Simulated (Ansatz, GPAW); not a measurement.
Given: the input of a run of Ansatz 0.2.0 on CoO. The cell is a database's computed one, not the measured one.

The input input.yaml:

```yaml
crystal:
  lattice:
    - [1.5054695445, 0.8691832468, 2.4399269062]
    - [-1.5054695445, 0.8691832468, 2.4399269062]
    - [0.0, -1.7383664936, 2.4399269062]
  atoms:
    - { symbol: Co, position: [0.0, 0.0, 0.0], spin: 2.0 }
    - { symbol: O, position: [0.5, 0.5, 0.5] }
hamiltonian:
  xc: pbe
  pseudopotentials: { kind: paw }
magnetization:
  spin_polarized: true
kpoints:
  mp_grid: { grid: [11, 11, 11] }
scf:
  occupations: { method: fermi_dirac, width: 0.05 }
output:
  forces: true
  stress: true
  eigenvalues: true
```

Potentials or basis: Ansatz PAW.

Command:

```sh
$ ansatz run input.yaml --threads 1 --pin off --max-ram 3584MiB --backend cpu --events-out ev --progress --plain --runs-dir out
```

Problem. Set up the same calculation for GPAW 26.7.0 (ASE script). Potentials or basis there: GPAW PAW data sets (gpaw-data 1.2.1), cutoff 800 eV.

Solution. As run (cutoffs and basis follow the program's own potentials, and thresholds, step limits or extra output files can differ):

The input run.py:

```python
from ase import Atoms
from ase.dft.bandgap import bandgap
from ase.io import write
from ase.units import GPa
from gpaw import GPAW, PW

atoms = Atoms(['Co', 'O'],
              cell=[[1.5054695445, 0.8691832468, 2.4399269062],
                    [-1.5054695445, 0.8691832468, 2.4399269062],
                    [0.0, -1.7383664936, 2.4399269062]],
              scaled_positions=[[0.0, 0.0, 0.0],
                                [0.5, 0.5, 0.5]],
              pbc=True)
atoms.set_initial_magnetic_moments([2.0, 0.0])

calc = GPAW(mode=PW(800),
            xc='PBE',
            kpts={'size': (11, 11, 11), 'gamma': True},
            occupations={'name': 'fermi-dirac', 'width': 0.05},
            nbands=17,
            convergence={'density': 1e-05, 'energy': 1e-05},
            maxiter=150,
            txt='gpaw.txt')
atoms.calc = calc
energy = atoms.get_potential_energy()
forces = atoms.get_forces()
stress = atoms.get_stress()
calc.write('gs.gpw')
write('result.traj', atoms)
print(f'Energy: {energy:.6f} eV')
print('Forces (eV/A):')
print(forces.round(4))
print('Stress (GPa):', (stress / GPa).round(3))
print('Moments:', calc.get_magnetic_moments().round(3))
print('Fermi level:', round(calc.get_fermi_level(), 4), 'eV')
print(f'Gap: {bandgap(calc)[0]:.4f} eV, direct: {bandgap(calc, direct=True)[0]:.4f} eV')
```

Potentials or basis: GPAW PAW data sets (gpaw-data 1.2.1), pw.

Command:

```bash
$ OMP_NUM_THREADS=1 python run.py
```

Both were run:

|  | Ansatz | GPAW |
| --- | --- | --- |
| Pressure | 0.0 GPa | 0.5 GPa |
| Net moment | 2.90 μB per cell | 2.91 μB per cell |

Ansatz's pressure holds a Pulay term of +0.74 GPa for its cutoff of 420 eV, which the other run lacks.

The potentials hold 23 and 15 valence electrons a cell.

Where Ansatz's input types no cutoff or centring, it takes its own default and a Γ-centred mesh.

The magnetic state is the one that the start led to; the real crystal's order can differ.

Pressure is positive in compression.
